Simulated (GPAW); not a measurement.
# Pt (Fm-3m) in GPAW: further runs

The runs below take Pt through single point, with LDA, C09-vdW.

Everything below comes from runs of GPAW 26.7.0. Logs are shortened: lines on timing, memory, paths and dates and some standing lists are left out, and cuts for length are marked. The log counts tension as positive stress, the text compression.

## (1) The undisturbed crystal

The structure is cubic, space group Fm-3m (No. 225). Conventional cell: a = 3.922 Å, b = 3.922 Å, c = 3.922 Å, α = 90.00°, β = 90.00°, γ = 90.00°. Around Pt (site symmetry m-3m) lie 12 Pt at 2.77 Å.

## (2) Single point, LDA (volume scaled by 1.15)

Input file run.py:

```python
from ase.io import read
from gpaw.dft import DFT

atoms = read('Pt.xyz')

dft = DFT(atoms,
          mode='fd',
          h=0.18,
          xc='LDA',
          kpts={'size': (12, 12, 12), 'gamma': True},
          occupations={'name': 'fermi-dirac', 'width': 0.05},
          nbands=17,
          convergence={'density': 1e-05, 'energy': 1e-05},
          maxiter=150,
          txt='gpaw.txt')
print(f'Energy: {dft.calculate_energy():.6f} eV')
print('Forces (eV/A):')
print(dft.calculate_forces().round(4))
dft.write_gpw_file('gs.gpw')
```

Input file Pt.xyz:

```xyz
1
Lattice="0.0000000000 2.0544144448 2.0544144448 2.0544144448 0.0000000000 2.0544144448 2.0544144448 2.0544144448 0.0000000000" Properties=species:S:1:pos:R:3 pbc="T T T"
Pt     0.0000000000      0.0000000000      0.0000000000
```

Potentials or basis: the program's PAW data sets (release 1.2.1) made for this functional, fd.

Run with:

```sh
$ OMP_NUM_THREADS=1 python run.py
```

gpaw.txt:

```text
Diagonalizing LCAO Hamiltonian
Converting LCAO to fd mode

       Pt

Atoms  # Å, Bohr magnetons
|   | symbol |        x |        y |        z |    initial magnetic moments |
|---|--------|----------|----------|----------|-----------------------------|
| 0 |     Pt | 0.000000 | 0.000000 | 0.000000 | ( 0.0000,  0.0000,  0.0000) |

Unit cell  # Å
| periodic |        x |        y |        z |  lengths |    angles |
|----------|----------|----------|----------|----------|-----------|
|      yes | 0.000000 | 2.054414 | 2.054414 | 2.905381 | 60.000000 |
|      yes | 2.054414 | 0.000000 | 2.054414 | 2.905381 | 60.000000 |
|      yes | 2.054414 | 2.054414 | 0.000000 | 2.905381 | 60.000000 |

Number of symmetries: 48
Symmetry operations  # r_c * U_cc + t_c -> r_c
|    | kind |            matrix            |
|----|------|------------------------------|
|  0 |  σ   |  1, 0, 0,  1, 0,-1,  1,-1, 0 |
|  1 |  C2  |  1, 0, 0,  1,-1, 0,  1, 0,-1 |
|  2 |  E   |  1, 0, 0,  0, 1, 0,  0, 0, 1 |
|  3 |  σ   |  1, 0, 0,  0, 0, 1,  0, 1, 0 |
|  4 |  C4  |  1, 0,-1,  1, 0, 0,  1,-1, 0 |
|  5 |  S6  |  1, 0,-1,  1,-1, 0,  1, 0, 0 |
|  6 |  σ   |  1, 0,-1,  0, 1,-1,  0, 0,-1 |
|  7 |  C3  |  1, 0,-1,  0, 0,-1,  0, 1,-1 |
|  8 |  S6  |  1,-1, 0,  1, 0, 0,  1, 0,-1 |
|  9 |  C4  |  1,-1, 0,  1, 0,-1,  1, 0, 0 |
| 10 |  C3  |  1,-1, 0,  0,-1, 1,  0,-1, 0 |
| 11 |  σ   |  1,-1, 0,  0,-1, 0,  0,-1, 1 |
| 12 |  σ   |  0, 1, 0,  1, 0, 0,  0, 0, 1 |
| 13 |  C4  |  0, 1, 0,  0, 1,-1, -1, 1, 0 |
| 14 |  C3  |  0, 1, 0,  0, 0, 1,  1, 0, 0 |
| 15 |  S6  |  0, 1, 0, -1, 1, 0,  0, 1,-1 |
| 16 |  C2  |  0, 1,-1,  1, 0,-1,  0, 0,-1 |
| 17 |  σ   |  0, 1,-1,  0, 1, 0, -1, 1, 0 |
| 18 |  S4  |  0, 1,-1,  0, 0,-1,  1, 0,-1 |
| 19 |  C4  |  0, 1,-1, -1, 1, 0,  0, 1, 0 |
| 20 |  C3  |  0, 0, 1,  1, 0, 0,  0, 1, 0 |
| 21 |  σ   |  0, 0, 1,  0, 1, 0,  1, 0, 0 |
| 22 |  S6  |  0, 0, 1,  0,-1, 1, -1, 0, 1 |
| 23 |  C4  |  0, 0, 1, -1, 0, 1,  0,-1, 1 |
| 24 |  S4  |  0, 0,-1,  1, 0,-1,  0, 1,-1 |
| 25 |  C3  |  0, 0,-1,  0, 1,-1,  1, 0,-1 |
| 26 |  C2  |  0, 0,-1,  0,-1, 0, -1, 0, 0 |
| 27 |  S6  |  0, 0,-1, -1, 0, 0,  0,-1, 0 |
| 28 |  S4  |  0,-1, 1,  1,-1, 0,  0,-1, 0 |
| 29 |  C4  |  0,-1, 1,  0, 0, 1, -1, 0, 1 |
| 30 |  C2  |  0,-1, 1,  0,-1, 0,  1,-1, 0 |
| 31 |  σ   |  0,-1, 1, -1, 0, 1,  0, 0, 1 |
| 32 |  C3  |  0,-1, 0,  1,-1, 0,  0,-1, 1 |
| 33 |  S6  |  0,-1, 0,  0, 0,-1, -1, 0, 0 |
| 34 |  S4  |  0,-1, 0,  0,-1, 1,  1,-1, 0 |
| 35 |  C2  |  0,-1, 0, -1, 0, 0,  0, 0,-1 |
| 36 |  C2  | -1, 1, 0,  0, 1, 0,  0, 1,-1 |
| 37 |  S6  | -1, 1, 0,  0, 1,-1,  0, 1, 0 |
| 38 |  S4  | -1, 1, 0, -1, 0, 1, -1, 0, 0 |
| 39 |  C3  | -1, 1, 0, -1, 0, 0, -1, 0, 1 |
| 40 |  S6  | -1, 0, 1,  0, 0, 1,  0,-1, 1 |
| 41 |  C2  | -1, 0, 1,  0,-1, 1,  0, 0, 1 |
| 42 |  C3  | -1, 0, 1, -1, 1, 0, -1, 0, 0 |
| 43 |  S4  | -1, 0, 1, -1, 0, 0, -1, 1, 0 |
| 44 |  C2  | -1, 0, 0,  0, 0,-1,  0,-1, 0 |
| 45 |  i   | -1, 0, 0,  0,-1, 0,  0, 0,-1 |
| 46 |  σ   | -1, 0, 0, -1, 1, 0, -1, 0, 1 |
| 47 |  C2  | -1, 0, 0, -1, 0, 1, -1, 1, 0 |

BZ-sampling:
  Number of BZ points: 1728
  Number of IBZ points: 72

  Monkhorst-Pack size: [12, 12, 12]
  Monkhorst-Pack shift: [0.041666666666666664, 0.041666666666666664, 0.041666666666666664]

K-points  # in reciprocal-cell coordinates
|     |                                coordinates |     weight |
|-----|--------------------------------------------|------------|
|   0 | ( -0.00000000,  -0.00000000,  -0.00000000) | 0.00057870 |
|   1 | (  0.08333333,   0.08333333,  -0.00000000) | 0.00347222 |
|   2 | (  0.08333333,   0.08333333,   0.08333333) | 0.00462963 |
|   3 | (  0.16666667,   0.08333333,   0.08333333) | 0.00694444 |
|   4 | (  0.16666667,   0.16666667,  -0.00000000) | 0.00347222 |
|   5 | (  0.16666667,   0.16666667,   0.08333333) | 0.01388889 |
|   6 | (  0.16666667,   0.16666667,   0.16666667) | 0.00462963 |
|   7 | (  0.25000000,   0.16666667,   0.08333333) | 0.01388889 |
|   8 | (  0.25000000,   0.16666667,   0.16666667) | 0.01388889 |
|   9 | (  0.25000000,   0.25000000,  -0.00000000) | 0.00347222 |
| ... |                                            |            |
|  71 | (  0.50000000,   0.50000000,   0.50000000) | 0.00231481 |

Uniform wave function grid shape: (np.int64(12), np.int64(12), np.int64(12))
Spin-components: 1 (collinear spins)
Bands:           17
Projectors:      6
Spin-degeneracy: 2
Datatype:        complex128

Density:
  Valence electrons: 16.0
  Components: 1
  Grid points: [12 12 12]
  Charge: 0.0  # |e|

Potential:
  Grid points: [12 12 12]

species:
  Pt:
    name:    Platinum
    Z:       78.0
    valence: 16
    core:    62
    charge:  0.0  # [|e|]
    compensation charges:
      type: gauss
      rc: 0.41  # [Å]
      lmax: 2
    cutoffs:
      filter: 2.26  # [Å]
      core: 2.26  # [Å]
    projectors
    | kind |    occ | energy [eV] | rcut [Å] |
    |------|--------|-------------|----------|
    |   6s |  1.000 |      -5.930 |    1.307 |
    |   5p |  6.000 |     -56.318 |    1.371 |
    |   6p |  0.000 |      -0.962 |    1.371 |
    |   5d |  9.000 |      -6.387 |    1.307 |
    |    s |        |      21.281 |    1.307 |
    |    d |        |      20.825 |    1.307 |

    Using partial waves for Pt as LCAO basis

Reference energy: -500096.748869  # eV

eigensolver:
  PPCG
  Converge bands: occupied
  niter=2

density mixing:
  MSR1-Mixer
  Pratt-step length: 0.05
  Maximum mixing coefficient: 0.75
  Old densities: 10
  SVD Regularization: 0.005
  Good broyden scale: 1.0
  Trust region scale: 1.0
  Backstep threshold: 4.0
  History deletion threshold: 6.0
  Fourier metric: weight=20.0, sigma=0.015

occupation numbers:
  Fermi-Dirac:
    width: 0.0500  # eV

FastPoissonSolver using
    Stencil: 12*3+1=37 point O(h^6) finite-difference Laplacian
    FFT axes: [np.int64(0), np.int64(1), np.int64(2)]
    FST axes: []

xc functional:
  name: None
interpolation: tri-quintic # 5. degree polynomial

convergence criteria:
- Maximum integral of absolute [dens]ity change: 1e-05 electrons / valence electron
- Maximum [total energy] change in last 3 cyles: 1e-05 eV / valence electron
- Maximum integral of absolute [eigenst]ate change: 4e-08 eV^2 / valence electron
maximum number of iterations: 150

SCF iterations
|iter     | |      energy | eigst |  dens |
|---------|-|-------------|-------|-------|
|iter:   1| |   -8.161007 | +0.27 |       |
|iter:   2| |   -8.063688 | -1.37 | -1.17 |
|iter:   3| |   -7.675504 | -1.22 | -1.22 |
|iter:   4| |   -7.672288 | -2.96 | -2.23 |
|iter:   5| |   -7.671247 | -3.52 | -2.48 |
|iter:   6| |   -7.671253 | -4.94 | -3.64 |
|iter:   7| |   -7.671253c| -5.78 | -3.90 |
|iter:   8| |   -7.671253c| -6.95 | -4.90 |
|iter:   9| |   -7.671253c| -7.52c| -5.08c|
SCF steps: 9
Energy contributions relative to reference atoms: (reference = -500096.748869)

Energy contributions:
  Kinetic:         -20.971678
  Coulomb:          17.171318
  Zero:             -0.519400
  External:          0.000000
  Xc:               -3.342454
  Entropy:          -0.018078
  Spinorbit:         0.000000
  ----------------------------
  Free energy:      -7.680292
  Extrapolated:     -7.671253

Forces  # eV/Ang
|       x |        y |       z |
|---------|----------|---------|
| 0.00000 | -0.00000 | 0.00000 |  # Pt   0

Writing to gs.gpw (mode='')

  __  _  _
 | _ |_)|_||  |
 |__||  | ||/\| - 26.7.0

Input parameters:
  mode=FD(),
  convergence={'density': 1e-05, 'energy': 1e-05},
  h=0.18,
  kpts=MonkhorstPack(size=(12, 12, 12), gamma=True),
  maxiter=150,
  nbands=17,
  occupations=Occupations(name='fermi-dirac', width=0.05),
  xc=XC(name='LDA')
# Writing to gs.gpw (mode='')
```

It took 26 s on 1 thread of Arm Neoverse V1, shared host; peak memory 0.21 GiB.

Results:

* Free energy: -7.6803 eV
* Band gap on the k mesh: none (metal or under the smearing width)

Caveat: the real-space grid adds noise to forces.

## (3) Single point, C09-vdW, collinear spin, ferromagnetic start (volume scaled by 1.08)

Input file run.py:

```python
from ase.dft.bandgap import bandgap
from ase.io import write
from ase.spacegroup import crystal
from gpaw import GPAW, PW

# Pt 4a
atoms = crystal(['Pt'],
                basis=[[0.0, 0.0, 0.0]],
                spacegroup=225, setting=1,  # Fm-3m
                cellpar=[4.0237102, 4.0237102, 4.0237102, 90.0, 90.0, 90.0],
                primitive_cell=True)
atoms.set_initial_magnetic_moments([0.5])

calc = GPAW(mode=PW(600),
            xc={'name': 'C09-vdW', 'backend': 'libvdwxc'},
            kpts={'size': (11, 11, 11), 'gamma': True},
            occupations={'name': 'fermi-dirac', 'width': 0.05},
            setups={'Pt': '10'},
            nbands=-9,
            convergence={'density': 1e-05, 'energy': 1e-05},
            maxiter=150,
            txt='gpaw.txt')
atoms.calc = calc
energy = atoms.get_potential_energy()
forces = atoms.get_forces()
calc.write('gs.gpw')
write('result.traj', atoms)
print(f'Energy: {energy:.6f} eV')
print('Forces (eV/A):')
print(forces.round(4))
print('Moments:', calc.get_magnetic_moments().round(3))
print('Fermi level:', round(calc.get_fermi_level(), 4), 'eV')
print(f'Gap: {bandgap(calc)[0]:.4f} eV, direct: {bandgap(calc, direct=True)[0]:.4f} eV')
```

Potentials or basis: GPAW PAW data sets (gpaw-data 1.2.1), other valence, pw.

Run with:

```sh
$ OMP_NUM_THREADS=1 python run.py
```

gpaw.txt:

```text
__  _  _
 | _ |_)|_||  |
 |__||  | ||/\| - 26.7.0

Input parameters:
  mode=PW(ecut=600.0),
  convergence={'density': 1e-05, 'energy': 1e-05},
  kpts=MonkhorstPack(size=(11, 11, 11), gamma=True),
  maxiter=150,
  nbands=-9,
  occupations=Occupations(name='fermi-dirac', width=0.05),
  setups={'Pt': '10'},
  xc=XC(name='C09-vdW', backend='libvdwxc')

Diagonalizing LCAO Hamiltonian
Converting LCAO to pw mode

       Pt

Atoms  # Å, Bohr magnetons
|   | symbol |        x |        y |        z |    initial magnetic moments |
|---|--------|----------|----------|----------|-----------------------------|
| 0 |     Pt | 0.000000 | 0.000000 | 0.000000 | ( 0.0000,  0.0000,  0.5000) |

Unit cell  # Å
| periodic |        x |        y |        z |  lengths |    angles |
|----------|----------|----------|----------|----------|-----------|
|      yes | 0.000000 | 2.011855 | 2.011855 | 2.845193 | 60.000000 |
|      yes | 2.011855 | 0.000000 | 2.011855 | 2.845193 | 60.000000 |
|      yes | 2.011855 | 2.011855 | 0.000000 | 2.845193 | 60.000000 |

Number of symmetries: 48
Symmetry operations  # r_c * U_cc + t_c -> r_c
|    | kind |            matrix            |
|----|------|------------------------------|
|  0 |  σ   |  1, 0, 0,  1, 0,-1,  1,-1, 0 |
|  1 |  C2  |  1, 0, 0,  1,-1, 0,  1, 0,-1 |
|  2 |  E   |  1, 0, 0,  0, 1, 0,  0, 0, 1 |
|  3 |  σ   |  1, 0, 0,  0, 0, 1,  0, 1, 0 |
|  4 |  C4  |  1, 0,-1,  1, 0, 0,  1,-1, 0 |
|  5 |  S6  |  1, 0,-1,  1,-1, 0,  1, 0, 0 |
|  6 |  σ   |  1, 0,-1,  0, 1,-1,  0, 0,-1 |
|  7 |  C3  |  1, 0,-1,  0, 0,-1,  0, 1,-1 |
|  8 |  S6  |  1,-1, 0,  1, 0, 0,  1, 0,-1 |
|  9 |  C4  |  1,-1, 0,  1, 0,-1,  1, 0, 0 |
| 10 |  C3  |  1,-1, 0,  0,-1, 1,  0,-1, 0 |
| 11 |  σ   |  1,-1, 0,  0,-1, 0,  0,-1, 1 |
| 12 |  σ   |  0, 1, 0,  1, 0, 0,  0, 0, 1 |
| 13 |  C4  |  0, 1, 0,  0, 1,-1, -1, 1, 0 |
| 14 |  C3  |  0, 1, 0,  0, 0, 1,  1, 0, 0 |
| 15 |  S6  |  0, 1, 0, -1, 1, 0,  0, 1,-1 |
| 16 |  C2  |  0, 1,-1,  1, 0,-1,  0, 0,-1 |
| 17 |  σ   |  0, 1,-1,  0, 1, 0, -1, 1, 0 |
| 18 |  S4  |  0, 1,-1,  0, 0,-1,  1, 0,-1 |
| 19 |  C4  |  0, 1,-1, -1, 1, 0,  0, 1, 0 |
| 20 |  C3  |  0, 0, 1,  1, 0, 0,  0, 1, 0 |
| 21 |  σ   |  0, 0, 1,  0, 1, 0,  1, 0, 0 |
| 22 |  S6  |  0, 0, 1,  0,-1, 1, -1, 0, 1 |
| 23 |  C4  |  0, 0, 1, -1, 0, 1,  0,-1, 1 |
| 24 |  S4  |  0, 0,-1,  1, 0,-1,  0, 1,-1 |
| 25 |  C3  |  0, 0,-1,  0, 1,-1,  1, 0,-1 |
[... 108 lines left out ...]

occupation numbers:
  Fermi-Dirac:
    width: 0.0500  # eV

poisson solver:
  ecut: 4800.0  # eV

xc functional:
  name: vdW-C09 with libvdwxc
  Mode: serial
  Semilocal: GGA_X_C09X+LDA_C_PW with 2 nearest neighbor stencil
  Corresponding non-local functional: vdW-DF
  Local blocksize: 36 x 36 x 36
  PAW datasets: PBE

convergence criteria:
- Maximum integral of absolute [dens]ity change: 1e-05 electrons / valence electron
- Maximum [total energy] change in last 3 cyles: 1e-05 eV / valence electron
- Maximum integral of absolute [eigenst]ate change: 4e-08 eV^2 / valence electron
maximum number of iterations: 150

SCF iterations
|iter     | |      energy | eigst |  dens |  magmom |
|---------|-|-------------|-------|-------|---------|
|iter:   1| |  104.489375 | -0.07 |       |  +0.4988|
|iter:   2| |  104.675895 | -2.54 | -0.73 |  +0.4840|
|iter:   3| |  105.397935 | -1.67 | -0.78 |  +0.3123|
|iter:   4| |  105.399332 | -4.11 | -1.64 |  +0.2549|
|iter:   5| |  105.399358 | -3.93 | -1.86 |  +0.1619|
|iter:   6| |  105.399348c| -6.51 | -2.54 |  +0.1452|
|iter:   7| |  105.399385c| -5.86 | -2.66 |  +0.0836|
|iter:   8| |  105.399437c| -5.66 | -2.72 |  +0.0285|
|iter:   9| |  105.399415c| -5.30 | -2.69 |  -0.0145|
|iter:  10| |  105.399409c| -6.29 | -3.00 |  -0.0094|
|iter:  11| |  105.399409c| -7.48c| -3.72 |  -0.0015|
|iter:  12| |  105.399409c| -7.53c| -4.42 |  +0.0000|
|iter:  13| |  105.399409c| -8.74c| -5.37c|  -0.0000|

Converged in 13 steps
Energy contributions relative to reference atoms: (reference = -500375.362771)

Energy contributions:
  Kinetic:         -12.076127
  Coulomb:           8.914717
  Zero:              0.174147
  External:          0.000000
  Xc:              108.396539
  Entropy:          -0.019736
  Spinorbit:         0.000000
  ----------------------------
  Free energy:     105.389541
  Extrapolated:    105.399409

dipole moment: (-14.705167, -14.705167, -14.705167)  # |e|*Ang

Total magnetic moment: (0.000000, 0.000000, -0.000022)

Local magnetic moments
|        x |        y |         z |
|----------|----------|-----------|
| 0.000000 | 0.000000 | -0.000023 |  # Pt   0

Fermi level: 11.175
Eigenvalues  # (at kpt = [0.000, 0.000, 0.000])
| band index |      eig [eV] | occ [0-1] |      eig [eV] | occ [0-1] |
|------------|---------------|-----------|---------------|-----------|
|          0 |         1.922 |     1.000 |         1.922 |     1.000 |
|          1 |         7.879 |     1.000 |         7.879 |     1.000 |
|          2 |         7.879 |     1.000 |         7.879 |     1.000 |
|          3 |         7.879 |     1.000 |         7.879 |     1.000 |
|          4 |         9.773 |     1.000 |         9.773 |     1.000 |
|          5 |         9.773 |     1.000 |         9.773 |     1.000 |
|          6 |        27.224 |     0.000 |        27.224 |     0.000 |
|          7 |        31.592 |     0.000 |        31.592 |     0.000 |
|          8 |        31.592 |     0.000 |        31.592 |     0.000 |
|          9 |        31.592 |     0.000 |        31.592 |     0.000 |
|         10 |        35.869 |     0.000 |        35.869 |     0.000 |
|         11 |        41.591 |     0.000 |        41.591 |     0.000 |
|         12 |        41.591 |     0.000 |        41.591 |     0.000 |
|         13 |        41.591 |     0.000 |        41.591 |     0.000 |

No gap
No difference between direct/indirect transitions

Forces  # eV/Ang
|       x |       y |       z |
|---------|---------|---------|
| 0.00000 | 0.00000 | 0.00000 |  # Pt   0

# Writing to gs.gpw (mode='')
```

stdout:

```text
Energy: 105.399409 eV
Forces (eV/A):
[[0. 0. 0.]]
Moments: [-0.]
Fermi level: 11.1747 eV
Gap: 0.0000 eV, direct: 0.0000 eV
```

Run time: 32 s. Hardware: 1 thread of Arm Neoverse V1, shared host; peak memory 0.17 GiB.

Results:

* Free energy: 105.3895 eV
* Band gap on the k mesh: none (metal or under the smearing width)
* Net moment: 0.00 μB per cell

Levels at points of the mesh, in eV from the Fermi level:
Spin up:
```csv
k point,band 3,band 4,band 5,band 6,band 7,band 8
"(0.00, 0.00, 0.00)",-3.30,-3.30,-1.40,-1.40,16.05,20.42
```
Spin down:
| k point | band 1 | band 2 | band 3 | band 4 | band 5 | band 6 | band 7 | band 8 | band 9 | band 10 |
| --- | --- | --- | --- | --- | --- | --- | --- | --- | --- | --- |
| (0.00, 0.00, 0.00) | -9.25 | -3.30 | -3.30 | -3.30 | -1.40 | -1.40 | 16.05 | 20.42 | 20.42 | 20.42 |

Caveat: the PAW data sets were made with another functional, which shifts forces and pressure a little. Spin-orbit coupling is left out, which matters for the levels of Pt.

## (4) For comparison

An earlier run on the cell as given: functional PBE; potentials or basis GPAW PAW data sets (gpaw-data 1.2.1); cutoff 600 eV; basis pw; k mesh 12 × 12 × 12; occupations fermi-dirac, width 0.05 eV; no spin polarisation.

* Pressure: 9.8 GPa
* Band gap on the k mesh: none (metal or under the smearing width)

## (5) The runs side by side

| level | potentials or basis | spin | cell | k mesh | cutoff (eV) | data set | grid spacing | gap on the mesh (eV) |
| --- | --- | --- | --- | --- | --- | --- | --- | --- |
| LDA | the program's PAW data sets (release 1.2.1) made for this functional, fd | off | volume scaled by 1.15 | 12 × 12 × 12 | - | - | 0.18 Å | none |
| C09-vdW | GPAW PAW data sets (gpaw-data 1.2.1), other valence, pw | collinear, ferromagnetic start | volume scaled by 1.08 | 11 × 11 × 11 | 600 | Pt 10 | - | none |
| PBE | GPAW PAW data sets (gpaw-data 1.2.1), pw | off | as given | 12 × 12 × 12 | 600 | - | - | none |

Alike in all rows: task single point; smearing fermi-dirac 0.05 eV.

Caveats: the real-space grid adds noise to forces (some runs); the PAW data sets were made with another functional, which shifts forces and pressure a little (some runs).

Absolute energies hang on the potentials; compare differences alone.
